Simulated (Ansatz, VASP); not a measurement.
# K in VASP and in Ansatz

```
K
1.0
     4.37510    0.00000    0.00000
     0.00000    4.31044    0.00000
     0.00000    0.00000    4.31044
K
1
Direct
  0.00000 0.00000 0.00000
```

Change from the starting cell: strain +0.0150 x Voigt [1, 0, 0, 0, 0, 0], atoms carried along.

Alike in both runs: task single point; functional PBE; k mesh 12 × 12 × 12; occupations gaussian, width 0.15 eV; no spin polarisation.

```csv
,VASP,Ansatz
version,VASP 6.6.1,Ansatz 0.2.0
potentials or method,"VASP PAW PBE potentials, release 64 (K_sv)","scalar-relativistic, plane waves, PAW"
plane-wave cutoff (eV),520,420
valence electrons in the cell,9,9
```

```tsv
	VASP	Ansatz	Ansatz less VASP
gap on the k mesh at the Fermi level (eV)	none	none	-
pressure (GPa)	-0.1	-0.1	0.00
largest component of the traceless stress (GPa)	0.08	0.08	0.000
```

A gap of «none» marks a metal or a gap that the smearing closes.
